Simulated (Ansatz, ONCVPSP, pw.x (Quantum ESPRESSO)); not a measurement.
## What a changed setting does to a pw.x run (diamond P)

Potential: optimised norm-conserving Vanderbilt (ONCV), ONCVPSP 4.0.1.1 (patched build), PBE; core [Ne], reference 3s2 3p2; waves: 3s: rc 1.35 bohr, ncon 3, nbas 7, qcut 5.3 1/bohr, 1 projector; 3p: rc 1.70 bohr, ncon 5, nbas 9, qcut 4.1 1/bohr, 1 projector; d scattering state at 0.03 Ha: rc 1.35 bohr, ncon 3, nbas 8, qcut 6 1/bohr, 1 projector; local part: polynomial inside 1.20 bohr (lpopt 3, dvloc0 1 Ha); core correction: polynomial model core, fcfact 0.6.

The reference run (k-mesh 8³, cutoffs 50/200 Ry, Fermi–Dirac 0.01 Ry, mixing_beta 0.4, conv_thr 1e-9, no spin) gives -0.68 GPa at 20.949 Å³/atom, where all-electron LAPW gives -0.21 GPa. This run, with its own iteration cap, changes ecutrho/ecutwfc to 3.

```
&control
  calculation='scf', prefix='x', pseudo_dir='./', outdir='./tmp', tstress=.true., disk_io='none'
/
&system
  ibrav=0, nat=2, ntyp=1, ecutwfc=50, ecutrho=150, nbnd=12,
  occupations='smearing', smearing='fd', degauss=0.01
/
&electrons
  conv_thr=1e-09, mixing_beta=0.4, electron_maxstep=60
/
ATOMIC_SPECIES
P 1.0 P.UPF
CELL_PARAMETERS angstrom
  0.00000000 2.75668895 2.75668895
  2.75668895 0.00000000 2.75668895
  2.75668895 2.75668895 0.00000000
ATOMIC_POSITIONS crystal
P 0.0000 0.0000 0.0000
P 0.2500 0.2500 0.2500
K_POINTS automatic
8 8 8 0 0 0
```

```bash
pw.x < P.scf.in > P.scf.out
```

Q: How does the run end?

A: It converges in 7 iterations; the free energy moves by -0.7 meV/atom and the pressure by +0.17 GPa. Below 4 the density is truncated and F is no longer variational, so a small shift in one case is no licence.

```
Message from routine set_cutoff:
     ecutrho < 4*ecutwfc, are you sure?
     Message from routine setup:
     using ibrav=0 with symmetry is DISCOURAGED, use correct ibrav instead
     lattice parameter (alat)  =       7.3672  a.u.
     unit-cell volume          =     282.7417 (a.u.)^3
     number of electrons       =        10.00
     number of Kohn-Sham states=           12
     kinetic-energy cutoff     =      50.0000  Ry
     charge density cutoff     =     150.0000  Ry
     scf convergence threshold =      1.0E-09
     Exchange-correlation= PBE
     number of k points=    29  Fermi-Dirac smearing, width (Ry)=  0.0100
     iteration #  1     ecut=    50.00 Ry     beta= 0.40
     total energy              =     -34.85267913 Ry
     estimated scf accuracy    <       0.12701819 Ry
     iteration #  2     ecut=    50.00 Ry     beta= 0.40
     total energy              =     -34.84691783 Ry
     estimated scf accuracy    <       0.02714038 Ry
     iteration #  3     ecut=    50.00 Ry     beta= 0.40
     total energy              =     -34.85010725 Ry
     estimated scf accuracy    <       0.00061104 Ry
     iteration #  4     ecut=    50.00 Ry     beta= 0.40
     total energy              =     -34.85020344 Ry
     estimated scf accuracy    <       0.00002728 Ry
     iteration #  5     ecut=    50.00 Ry     beta= 0.40
     total energy              =     -34.85020843 Ry
     estimated scf accuracy    <       0.00000060 Ry
     iteration #  6     ecut=    50.00 Ry     beta= 0.40
     total energy              =     -34.85020859 Ry
     estimated scf accuracy    <       0.00000001 Ry
     iteration #  7     ecut=    50.00 Ry     beta= 0.40
     the Fermi energy is     6.6597 ev
!    total energy              =     -34.85020860 Ry
     estimated scf accuracy    <          3.6E-10 Ry
     smearing contrib. (-TS)   =      -0.00742931 Ry
     The total energy is F=E-TS. E is the sum of the following terms:
     one-electron contribution =       3.99023952 Ry
     hartree contribution      =       2.54178050 Ry
     xc contribution           =     -15.52339915 Ry
     ewald contribution        =     -25.85140017 Ry
     convergence has been achieved in   7 iterations
          total   stress  (Ry/bohr**3)                   (kbar)     P=       -5.06
     Message from routine punch:
     Nothing written, as per user request (disk_io='none')
```

The run took about 8 s on one core of a shared host (Neoverse-N1, 64 threads, 124 GiB, load 59).
